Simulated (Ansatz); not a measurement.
**Trigonal deformation path in HfO2**

These are results of DFT r2SCAN, scalar-relativistic, plane waves, PAW (Ansatz), not measurements. Settings: plane waves to 500 eV, k-mesh 8×8×8 (Γ-centred), Gaussian smearing 0.05 eV. Spin–orbit coupling is left out, which matters for the heavy elements here. No spin polarisation. Energies are free energies at this smearing, counted from the undisturbed cell; pressure is positive in compression.

Reference structure (as given, not relaxed at this level; it stands at -8.4 GPa; this fluorite-type form isn't the usual structure):

```
Hf O
1.0
     0.00000    2.55750    2.55750
     2.55750    0.00000    2.55750
     2.55750    2.55750    0.00000
Hf O
1 2
Cartesian
  0.0000 0.0000 0.0000
  1.2788 1.2788 1.2788
  3.8363 3.8363 3.8363
```

At fixed volume and fractional coordinates, lengths along (0.577, 0.577, 0.577) are scaled against those across it; ρ is that ratio over its starting value. At -8 GPa the given cell is far from its own equilibrium, so these figures belong to a strongly strained crystal.

| ρ | ΔE (meV/atom) | pressure (GPa) | gap on the mesh (eV) |
| --- | --- | --- | --- |
| 0.500 | 8283.6 | 204.0 | 0.00 |
| 0.600 | 3472.0 | 131.1 | 1.67 |
| 0.710 | 1044.4 | 44.1 | 4.17 |
| 0.850 | 148.3 | 1.0 | 4.47 |
| 0.930 | 23.8 | -6.7 | 4.27 |
| 1.000 | 0.0 | -8.4 | 4.21 |
| 1.080 | 19.0 | -6.8 | 4.27 |
| 1.200 | 81.8 | -0.5 | 4.45 |
| 1.410 | 194.3 | 13.9 | 4.23 |
| 1.700 | 409.9 | 31.6 | 3.93 |
| 2.000 | 843.8 | 45.4 | 3.34 |

Where the gap reads zero the k-mesh, chosen for the insulator, is on the coarse side.